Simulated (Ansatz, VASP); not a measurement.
## One calculation of As, two programs

```
As
1.0
     3.66037    0.00000    0.00000
    -1.83019    3.16997    0.00000
     0.00000    0.00000    2.14402
As
3
Direct
  0.00000 0.00000 0.00000
  0.33333 0.66667 0.50000
  0.66667 0.33333 0.50000
```

Change from the starting cell: volume scaled by 0.43, crystal datasets.

Alike in both runs: task single point; functional PBE; k mesh 8 × 8 × 10; occupations fermi-dirac, width 0.1 eV; no spin polarisation.

|  | VASP | Ansatz |
| --- | --- | --- |
| version | VASP 6.6.1 | Ansatz 0.2.0 |
| potentials or method | VASP PAW PBE potentials, release 64 (As), cutoff 520 eV | all-electron PAW with datasets made for the crystal, scalar-relativistic |

VASP gave:

```
pressure (GPa)                                  : 436.4
largest component of the traceless stress (GPa) : 0.75
```

Task: Which values does Ansatz return?

Result: Pressure (GPa): 416.9; largest component of the traceless stress (GPa): 0.15.

Ansatz ran all-electron here, so the differences hold the error of VASP's frozen core and of both bases.

Caveats: the cell as given lies far from equilibrium; so large a pressure means that the cell lies far from this level's equilibrium, or that cutoff or potentials fall short (VASP).
